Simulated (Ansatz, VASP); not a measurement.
AlN: VASP beside Ansatz

```
Al N
1.0
     0.00000   -2.06931   -2.06931
     0.00000    2.06931   -2.06931
     4.13861    0.00000    0.00000
Al N
2 2
Cartesian
  0.0000 -0.0480 -2.0693
  2.0693 0.0480 0.0000
  2.0693 0.0174 -2.0693
  0.0000 2.0519 -2.0693
```

Change from the starting cell: mode 4 frozen in at -0.047 Å, equal normal strain along x, y and z +0.0167.

Alike in both runs: task single point; functional PBE; k mesh 8 × 8 × 6; occupations gaussian, width 0.05 eV; no spin polarisation.

|  | VASP | Ansatz |
| --- | --- | --- |
| version | VASP 6.6.1 | Ansatz 0.2.0 |
| potentials or method | VASP PAW PBE potentials, release 64 (Al, N) | scalar-relativistic, plane waves, PAW |
| plane-wave cutoff (eV) | 520 | 520 |
| valence electrons in the cell | 16 | 16 |

```csv
,VASP,Ansatz,Ansatz less VASP
gap on the k mesh at the Fermi level (eV),3.94,3.96,+0.021
least direct gap on the mesh (eV),3.95,3.97,+0.020
pressure (GPa),-11.4,-11.1,+0.25
largest component of the traceless stress (GPa),0.30,0.30,0.000
rms of the force components (eV/Å),0.176,0.176,+0.0001
```

Atom by atom the forces differ by 0.000 eV/Å (rms over components).

A k mesh can miss the band edges.
